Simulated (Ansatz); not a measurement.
Ir under changes of volume

One of the cells (14.627 Å³/atom); the others are scaled copies at fixed shape and fractional positions:

```
Ir
1.0
     2.75138    0.00000    0.00000
    -1.37569    2.38276    0.00000
     0.00000    0.00000    4.46229
Ir
2
Direct
  0.33333 0.66667 0.25000
  0.66667 0.33333 0.75000
```

This isn't the form of Ir at room conditions, which is fcc.

| Property | Result |
| --- | --- |
| Program | Ansatz 0.2.0 |
| Functional | PBE0 |
| Potentials or basis | Ansatz PAW |
| Cutoff | 420 eV (not typed: the program's choice for these potentials) |
| k mesh | 6 × 6 × 4 |
| Occupations | fermi-dirac, width 0.05 eV |
| Spin | no spin polarisation |

| volume (Å³/atom) | energy over the lowest point (meV/atom) | pressure (GPa) |
| --- | --- | --- |
| 13.749 | ? | ? |
| 14.042 | 0.00 | -0.6 |
| 14.335 | 8.30 | -8.4 |
| 14.627 | 29.93 | -15.2 |
| 14.920 | 63.30 | -21.2 |
| 15.212 | 106.95 | -26.5 |
| 15.505 | 159.67 | -31.1 |

Task: What does the run at 13.749 Å³/atom give?

Result: Energy over the lowest point 6.80 meV/atom; pressure 8.2 GPa.

Worked out: A Birch-Murnaghan fit of order 3 (a polynomial in V^(-2/3)) to the other rows has its minimum at 14.02 Å³/atom, just outside them, with B0 = V·E''(V) = 402 GPa and B' = 5.2 at fixed shape and positions, which overstates the stiffness. It gives 6.97 meV/atom at 13.749 Å³/atom, against the run's 6.80, and -dE/dV = 8.4 GPa, against 8.2.

Energies are extrapolated to zero smearing.

Caveats: all runs use coarse meshes; the PAW data sets come from PBE, with cores solved anew for the run's functional, which leaves a small shift of forces and pressure; the thresholds are loose for stress.
